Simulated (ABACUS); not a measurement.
# CoSi2 (Fm-3m) in ABACUS: a series of runs

One crystal, CoSi2, is run at these levels: PBE; tasks: equation of state.

All numbers are computed with ABACUS 3.10.1; they aren't measurements. Logs are shortened: lines on timing, memory, paths and dates and some standing lists are left out, and cuts for length are marked.

## (1) The structure

Symmetry: Fm-3m, No. 225, cubic system. The conventional cell has a = 5.356 Å, b = 5.356 Å, c = 5.356 Å, α = 90.00°, β = 90.00°, γ = 90.00°. Co (site symmetry m-3m) is surrounded by 8 Si at 2.32 Å. Si (site symmetry -43m) is surrounded by 4 Co at 2.32 Å.

## (2) Equation of state, PBE, collinear spin, ferromagnetic start, 12.04 Å³/atom (volume scaled by 0.94)

INPUT

```
INPUT_PARAMETERS
suffix              CoSi2
calculation         scf
basis_type          lcao
pseudo_dir          ./
orbital_dir         ./
symmetry            1
dft_functional      pbe
ecutwfc             100
pseudo_rcut         10
nspin               2
nbands              18
ks_solver           genelpa
smearing_method     fd
smearing_sigma      0.00367493
scf_thr             1e-07
scf_nmax            100
mixing_type         broyden
mixing_beta         0.4
cal_force           1
cal_stress          1
out_mul             1
```

STRU

```
ATOMIC_SPECIES
Co 58.9332 Co.upf
Si 28.0850 Si.upf

NUMERICAL_ORBITAL
Co_confined-atom_7au_3s2p2d1f.orb
Si_confined-atom_7au_2s2p1d.orb

LATTICE_CONSTANT
1.8897261246

LATTICE_VECTORS
0.0000000000 2.6233315991 2.6233315991
2.6233315991 0.0000000000 2.6233315991
2.6233315991 2.6233315991 0.0000000000

ATOMIC_POSITIONS
Direct

Co
0.0
1
0.0000000000 0.0000000000 0.0000000000 1 1 1 mag 2

Si
0.0
2
0.7500000000 0.7500000000 0.7500000000 1 1 1 mag 0
0.2500000000 0.2500000000 0.2500000000 1 1 1 mag 0
```

KPT

```
K_POINTS
0
Gamma
9 9 9 0 0 0
```

Potentials or basis: PseudoDojo NC SR 0.4.1 PBE standard, DZP LCAO (the cutoffs set its grid).

The run is started by

```
$ OMP_NUM_THREADS=1 mpirun -np 4 abacus > log
```

running log:

```text
ABACUS v3.10.1

               Atomic-orbital Based Ab-initio Computation at UStc

 ------------------------------------------------------------------------------------

 READING GENERAL INFORMATION
                           global_out_dir = OUT.CoSi2/
                           global_in_card = INPUT
                               pseudo_dir = ./
                              orbital_dir = ./
                                    DSIZE = 4
                                    GSIZE = 1

 READING UNITCELL INFORMATION
                                    ntype = 2
                  lattice constant (Bohr) = 1.88973
              lattice constant (Angstrom) = 1

 READING ATOM TYPE 1
                               atom label = Co
                      L=0, number of zeta = 3
                      L=1, number of zeta = 2
                      L=2, number of zeta = 2
                      L=3, number of zeta = 1
             number of atom for this type = 1
               magnetization of element 1 = 2

 READING ATOM TYPE 2
                               atom label = Si
                      L=0, number of zeta = 2
                      L=1, number of zeta = 2
                      L=2, number of zeta = 1
             number of atom for this type = 2
               magnetization of element 2 = 0

                        TOTAL ATOM NUMBER = 3
DIRECT COORDINATES
    atom                   x                   y                   z     mag                  vx                  vy                  vz
taud_Co1            0.0000000000        0.0000000000        0.0000000000  2.0000        0.0000000000        0.0000000000        0.0000000000
taud_Si1            0.7500000000        0.7500000000        0.7500000000  0.0000        0.0000000000        0.0000000000        0.0000000000
taud_Si2            0.2500000000        0.2500000000        0.2500000000  0.0000        0.0000000000        0.0000000000        0.0000000000

                          Volume (Bohr^3) = 243.661
                             Volume (A^3) = 36.1068

 Lattice vectors: (Cartesian coordinate: in unit of a_0)
                   +0            +2.62333            +2.62333
             +2.62333                  +0            +2.62333
             +2.62333            +2.62333                  +0
 Reciprocal vectors: (Cartesian coordinate: in unit of 2 pi/a_0)
            -0.190597           +0.190597           +0.190597
            +0.190597           -0.190597           +0.190597
            +0.190597           +0.190597           -0.190597
 The esolver type has been set to : ksdft_lcao

                PAO radial cut off (Bohr) = 10

 Read in pseudopotential file is Co.upf
                     pseudopotential type = NC
          exchange-correlation functional = PBE
                 nonlocal core correction = 1
[... 203 lines left out ...]
                        Radius(unit:lat0) = 9.46
                                   glayer = [ 5, 5, 5 ]
                             glayer_minus = [ 4, 4, 4 ]

Find the coordinate range of the input atom(unit:lat0).
                                  min_tau = [ -21, -21, -21 ]
                                  max_tau = [ 24.9, 24.9, 24.9 ]
                                BoxNumber = [ 9, 9, 9 ]

 SETUP EXTENDED REAL SPACE GRID FOR GRID INTEGRATION
                          real space grid = [ 45, 45, 45 ]
                 big cell numbers in grid = [ 15, 15, 15 ]
             meshcell numbers in big cell = [ 3, 3, 3 ]
                        extended fft grid = [ 19, 19, 19 ]
                dimension of extened grid = [ 54, 54, 54 ]
                            UnitCellTotal = 125
              Atom number in sub-FFT-grid = 3
    Local orbitals number in sub-FFT-grid = 52
                                ParaV.nnr = 54506
                                 init_chg = atomic

 LCAO ALGORITHM --------------- ION=   1  ELEC=   1--------------------------------
          total magnetism (Bohr mag/cell) = 0.278708
       absolute magnetism (Bohr mag/cell) = 0.498207
                        nelec for spin up = 12.6394
                      nelec for spin down = 12.3606
[... 241 lines left out ...]
 Density error is 4.38646112169e-08
----------------------------------------------------------
     Energy           Rydberg                 eV
----------------------------------------------------------
 E_KohnSham     -323.0615508103      -4395.4778957372
 E_KS(sigma->0) -323.0611610900      -4395.4725933194
 E_Harris       -323.0615555102      -4395.4779596818
 E_band         -18.9563114400       -257.9138486465
 E_one_elec     -202.9651194028      -2761.4821191282
 E_Hartree      116.5679860823       1585.9888151035
 E_xc           -62.7068939012       -853.1710609382
 E_Ewald        -173.9567441478      -2366.8029259389
 E_entropy(-TS) -0.0007794408        -0.0106048355
 E_descf        0.0000000000         0.0000000000
 E_exx          0.0000000000         0.0000000000
 E_Fermi        1.0339417959         14.0674998245
----------------------------------------------------------

 charge density convergence is achieved
 final etot is -4395.4778957 eV
 EFERMI = 14.067499825 eV

 STATE ENERGY(eV) AND OCCUPATIONS    NSPIN == 2
SPIN UP :
 1/35 kpoint (Cartesian) = 0.0000 0.0000 0.0000 (1017 pws)
       1       -80.7220     0.00137174
       2       -44.0528     0.00137174
       3       -44.0528     0.00137174
       4       -44.0528     0.00137174
       5       0.432083     0.00137174
       6        9.71572     0.00137174
[... 98 lines left out ...]
       5       0.694788     0.00823045
       6        9.33261     0.00823045
[... 10 lines left out ...]
      17        20.0447    9.96125e-55
      18        20.0447    9.96125e-55

[... levels at 64 further k points ...]

-------------------------------------------------
 Total Magnetism (uB)
-------------------------------------------------
                        Co1         0.0000000112
                        Si1         0.0000000022
                        Si2         0.0000000022
-------------------------------------------------

 correction force for each atom along direction 1 is 4.79848e-14
 correction force for each atom along direction 2 is -2.29585e-14
 correction force for each atom along direction 3 is 1.78792e-15
------------------------------------------------------------------------------------------
 TOTAL-FORCE (eV/Angstrom)
------------------------------------------------------------------------------------------
                       Co1         0.0000000000         0.0000000000         0.0000000000
                       Si1         0.0000000000         0.0000000000         0.0000000000
                       Si2         0.0000000000         0.0000000000         0.0000000000
------------------------------------------------------------------------------------------

----------------------------------------------------------------
 TOTAL-STRESS (KBAR)
----------------------------------------------------------------
       152.6668159246        -0.0000000000         0.0000000000
        -0.0000000000       152.6668159246        -0.0000000000
        -0.0000000000        -0.0000000000       152.6668159246
----------------------------------------------------------------
 TOTAL-PRESSURE: 152.666816 KBAR

 --------------------------------------------
 !FINAL_ETOT_IS -4395.4778957371599972 eV
 --------------------------------------------
```

stdout:

```text
ABACUS v3.10.1

               Atomic-orbital Based Ab-initio Computation at UStc

%%%%%%%%%%%%%%%%%%%%%%%%%%%%%%%%%%%%%%%%%%%%%%%%%%%%%%%%%%%%%%%%%%%%%%%%%%%%%%%%%%%%%%%%%%%%%%%%%%%%%%%%%
 Warning: the number of valence electrons in pseudopotential > 9 for Co: [Ar] 3d7 4s2
[... 43 lines left out ...]
 TOTAL-STRESS (KBAR)
----------------------------------------------------------------
       152.6668159246        -0.0000000000         0.0000000000
        -0.0000000000       152.6668159246        -0.0000000000
        -0.0000000000        -0.0000000000       152.6668159246
----------------------------------------------------------------
 TOTAL-PRESSURE: 152.666816 KBAR
```

mulliken.txt:

```text
 0
CALCULATE THE MULLIkEN ANALYSIS FOR EACH ATOM
 Total charge of spin 1:	12.5
 Total charge of spin 2:	12.5
 Total charge:	25
Decomposed Mulliken populations
0                             Zeta of Co              Spin 1              Spin 2                 Sum                Diff
[... 38 lines left out ...]

SUM OVER M+Zeta+L                                     8.6278              8.6278             17.2557              0.0000

Total Charge on atom:                 Co             17.2557
Total Magnetism on atom:              Co              0.0000
[... 54 lines left out ...]
SUM OVER M+Zeta+L                                     1.9361              1.9361              3.8722              0.0000

Total Charge on atom:                 Si              3.8722
Total Magnetism on atom:              Si              0.0000
```

Wall time 20 s (4 MPI ranks of INTEL XEON PLATINUM 8581C at 2.10GHz (Emerald Rapids), shared host); peak memory 0.48 GiB.

Results:

```yaml
Free_energy: -4395.4779 eV
Pressure: 15.3 GPa
Band_gap_on_the_k_mesh: none (metal or under the smearing width)
Net_moment: 0.00 μB per cell
Absolute_moment: 0.00 μB per cell
Mulliken_charges: Co -0.26; Si +0.13 e
```

Caveat: the atomic orbitals were generated for these runs and aren't a published set; Mulliken charges move with the basis; the starting moments collapsed, and a magnetic state may lie lower; the basis of atomic orbitals isn't converged, which shifts pressures, moduli and gaps.

## (3) Equation of state, PBE, collinear spin, ferromagnetic start, 12.29 Å³/atom (volume scaled by 0.96)

INPUT is that of step 2.

Edit STRU of step 2 so:

```diff
@@ -12,5 +12,5 @@
 LATTICE_VECTORS
-0.0000000000 2.6233315991 2.6233315991
-2.6233315991 0.0000000000 2.6233315991
-2.6233315991 2.6233315991 0.0000000000
+0.0000000000 2.6418063740 2.6418063740
+2.6418063740 0.0000000000 2.6418063740
+2.6418063740 2.6418063740 0.0000000000
```

KPT is that of step 2.

Potentials or basis: PseudoDojo NC SR 0.4.1 PBE standard, DZP LCAO (the cutoffs set its grid).

The run is started by

```
$ OMP_NUM_THREADS=1 mpirun -np 4 abacus > log
```

Run time: 18 s. Hardware: 4 MPI ranks of INTEL XEON PLATINUM 8581C at 2.10GHz (Emerald Rapids), shared host; peak memory 0.48 GiB.

Results (log left out):

* Free energy: -4395.5394 eV
* Pressure: 10.5 GPa
* Band gap on the k mesh: none (metal or under the smearing width)
* Net moment: 0.00 μB per cell
* Absolute moment: 0.00 μB per cell
* Mulliken charges: Co -0.26; Si +0.13 e

Caveat: the atomic orbitals were generated for these runs and aren't a published set; Mulliken charges move with the basis; the starting moments collapsed, and a magnetic state may lie lower; the basis of atomic orbitals isn't converged, which shifts pressures, moduli and gaps.

## (4) Equation of state, PBE, collinear spin, ferromagnetic start, 12.55 Å³/atom (volume scaled by 0.98)

INPUT is that of step 3.

Edit STRU of step 3 so:

```diff
@@ -12,5 +12,5 @@
 LATTICE_VECTORS
-0.0000000000 2.6418063740 2.6418063740
-2.6418063740 0.0000000000 2.6418063740
-2.6418063740 2.6418063740 0.0000000000
+0.0000000000 2.6600263041 2.6600263041
+2.6600263041 0.0000000000 2.6600263041
+2.6600263041 2.6600263041 0.0000000000
```

KPT is that of step 3.

The run is started by

```
$ OMP_NUM_THREADS=1 mpirun -np 4 abacus > log
```

It took 18 s on 4 MPI ranks of INTEL XEON PLATINUM 8581C at 2.10GHz (Emerald Rapids), shared host; peak memory 0.48 GiB.

It converged, with:

* Free energy: -4395.5792 eV
* Pressure: 6.2 GPa
* Band gap on the k mesh: none (metal or under the smearing width)
* Net moment: 0.00 μB per cell
* Absolute moment: 0.00 μB per cell
* Mulliken charges: Co -0.27; Si +0.14 e

Caveat: the atomic orbitals were generated for these runs and aren't a published set; Mulliken charges move with the basis; the starting moments collapsed, and a magnetic state may lie lower; the basis of atomic orbitals isn't converged, which shifts pressures, moduli and gaps.

## (5) Equation of state, PBE, collinear spin, ferromagnetic start, 12.80 Å³/atom

INPUT is that of step 4.

Edit STRU of step 4 so:

```diff
@@ -12,5 +12,5 @@
 LATTICE_VECTORS
-0.0000000000 2.6600263041 2.6600263041
-2.6600263041 0.0000000000 2.6600263041
-2.6600263041 2.6600263041 0.0000000000
+0.0000000000 2.6780000000 2.6780000000
+2.6780000000 0.0000000000 2.6780000000
+2.6780000000 2.6780000000 0.0000000000
```

KPT is that of step 4.

The run is started by

```
$ OMP_NUM_THREADS=1 mpirun -np 4 abacus > log
```

Wall time 18 s (4 MPI ranks of INTEL XEON PLATINUM 8581C at 2.10GHz (Emerald Rapids), shared host); peak memory 0.48 GiB.

Results (log left out):

| Quantity | Value |
| --- | --- |
| Free energy | -4395.5996 eV |
| Pressure | 2.3 GPa |
| Band gap on the k mesh | none (metal or under the smearing width) |
| Net moment | 0.00 μB per cell |
| Absolute moment | 0.00 μB per cell |
| Mulliken charges | Co -0.28; Si +0.14 e |

Caveat: the atomic orbitals were generated for these runs and aren't a published set; Mulliken charges move with the basis; the starting moments collapsed, and a magnetic state may lie lower; the basis of atomic orbitals isn't converged, which shifts pressures, moduli and gaps.

## (6) Equation of state, PBE, collinear spin, ferromagnetic start, 13.06 Å³/atom (volume scaled by 1.02)

INPUT is that of step 5.

Edit STRU of step 5 so:

```diff
@@ -12,5 +12,5 @@
 LATTICE_VECTORS
-0.0000000000 2.6780000000 2.6780000000
-2.6780000000 0.0000000000 2.6780000000
-2.6780000000 2.6780000000 0.0000000000
+0.0000000000 2.6957356162 2.6957356162
+2.6957356162 0.0000000000 2.6957356162
+2.6957356162 2.6957356162 0.0000000000
```

KPT is that of step 5.

Potentials or basis: PseudoDojo NC SR 0.4.1 PBE standard, DZP LCAO (the cutoffs set its grid).

The run is started by

```
$ OMP_NUM_THREADS=1 mpirun -np 4 abacus > log
```

It took 18 s on 4 MPI ranks of INTEL XEON PLATINUM 8581C at 2.10GHz (Emerald Rapids), shared host; peak memory 0.48 GiB.

It converged, with:

- Free energy: -4395.6023 eV
- Pressure: -1.1 GPa
- Band gap on the k mesh: none (metal or under the smearing width)
- Net moment: 0.00 μB per cell
- Absolute moment: 0.00 μB per cell
- Mulliken charges: Co -0.28; Si +0.14 e

Caveat: the atomic orbitals were generated for these runs and aren't a published set; Mulliken charges move with the basis; the starting moments collapsed, and a magnetic state may lie lower; the basis of atomic orbitals isn't converged, which shifts pressures, moduli and gaps.

## (7) Equation of state, PBE, collinear spin, ferromagnetic start, 13.32 Å³/atom (volume scaled by 1.04)

INPUT is that of step 6.

Edit STRU of step 6 so:

```diff
@@ -12,5 +12,5 @@
 LATTICE_VECTORS
-0.0000000000 2.6957356162 2.6957356162
-2.6957356162 0.0000000000 2.6957356162
-2.6957356162 2.6957356162 0.0000000000
+0.0000000000 2.7132408834 2.7132408834
+2.7132408834 0.0000000000 2.7132408834
+2.7132408834 2.7132408834 0.0000000000
```

KPT is that of step 6.

The run is started by

```
$ OMP_NUM_THREADS=1 mpirun -np 4 abacus > log
```

It took 17 s on 4 MPI ranks of INTEL XEON PLATINUM 8581C at 2.10GHz (Emerald Rapids), shared host; peak memory 0.48 GiB.

It converged, with:

* Free energy: -4395.5895 eV
* Pressure: -4.2 GPa
* Band gap on the k mesh: none (metal or under the smearing width)
* Net moment: 0.00 μB per cell
* Absolute moment: 0.00 μB per cell
* Mulliken charges: Co -0.29; Si +0.15 e

Caveat: the atomic orbitals were generated for these runs and aren't a published set; Mulliken charges move with the basis; the starting moments collapsed, and a magnetic state may lie lower; the basis of atomic orbitals isn't converged, which shifts pressures, moduli and gaps.

## (8) Equation of state, PBE, collinear spin, ferromagnetic start, 13.57 Å³/atom (volume scaled by 1.06)

INPUT is that of step 7.

Edit STRU of step 7 so:

```diff
@@ -12,5 +12,5 @@
 LATTICE_VECTORS
-0.0000000000 2.7132408834 2.7132408834
-2.7132408834 0.0000000000 2.7132408834
-2.7132408834 2.7132408834 0.0000000000
+0.0000000000 2.7305231384 2.7305231384
+2.7305231384 0.0000000000 2.7305231384
+2.7305231384 2.7305231384 0.0000000000
```

KPT is that of step 7.

The run is started by

```
$ OMP_NUM_THREADS=1 mpirun -np 4 abacus > log
```

It took 17 s on 4 MPI ranks of INTEL XEON PLATINUM 8581C at 2.10GHz (Emerald Rapids), shared host; peak memory 0.48 GiB.

The run converged. Its results:

| Item | Value |
| --- | --- |
| Free energy | -4395.5624 eV |
| Pressure | -7.0 GPa |
| Band gap on the k mesh | none (metal or under the smearing width) |
| Net moment | 0.00 μB per cell |
| Absolute moment | 0.00 μB per cell |
| Mulliken charges | Co -0.30; Si +0.15 e |

Caveat: the atomic orbitals were generated for these runs and aren't a published set; Mulliken charges move with the basis; the starting moments collapsed, and a magnetic state may lie lower; the basis of atomic orbitals isn't converged, which shifts pressures, moduli and gaps.

## (9) Equation of state, PBE, collinear spin, ferromagnetic start

Potentials or basis: PseudoDojo NC SR 0.4.1 PBE standard, DZP LCAO (the cutoffs set its grid).

This step only gathers the single runs of the series.

Results:

* Equilibrium volume: 12.97 Å³/atom
* Bulk modulus: 172 GPa
* Pressure derivative of the bulk modulus: 4.4

Energy against volume, from the lowest point:
```csv
volume (Å³/atom),energy (meV/atom)
12.036,41.47
12.292,20.98
12.548,7.70
12.804,0.91
13.060,0.00
13.316,4.28
13.572,13.30
```

Caveat: the atomic orbitals were generated for these runs and aren't a published set; the basis of atomic orbitals isn't converged, which shifts pressures, moduli and gaps.
